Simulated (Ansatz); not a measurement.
# ZnSe: pressure against volume

ZnSe, F-43m, a = 5.732 Å. Ansatz: PBE, PAW, 420 eV, Γ-centred 8×8×8 mesh on 2 atoms, Gaussian smearing 0.02 eV; no spin polarisation. Symmetry fixes shape and atoms, so the cell is only scaled; pressure is positive in compression.

```
V (Å³/atom) P (GPa)
     22.127     4.08
     22.833     1.88
     23.539     0.03
     24.245    -1.54
     24.952        ?
```

Problem. Take V0 = 23.539 Å³/atom, count pressures from its P0 = 0.03 GPa, fit the third-order Birch–Murnaghan form to the other rows, and predict the missing pressure.

Solution. With the Eulerian strain f = ½[(V0/V)^(2/3) − 1] and y = (P − P0)/[3f(1 + 2f)^(5/2)], the form is the line y = B0 + 1.5 B0 (B0′ − 4) f. Rows (f, y): 0.02105, 57.9; 0.01025, 57.2; -0.00975, 56.4. Means f = 0.007183, y = 57.167; Σ(Δf)² = 0.0004884, ΣΔfΔy = 0.02325; the slope is their ratio. y = 56.82 + 47.61 f GPa, so B0 = 56.8 GPa and B0′ = 4 + 2 × (47.61)/(3 × 56.82) = 4.56. At V = 24.952, f = -0.01906, y = 55.91 and P = -2.87 GPa. The run gave -2.87 GPa, the same to the digits shown. The form still works here, 33 % of the fitted range beyond its end.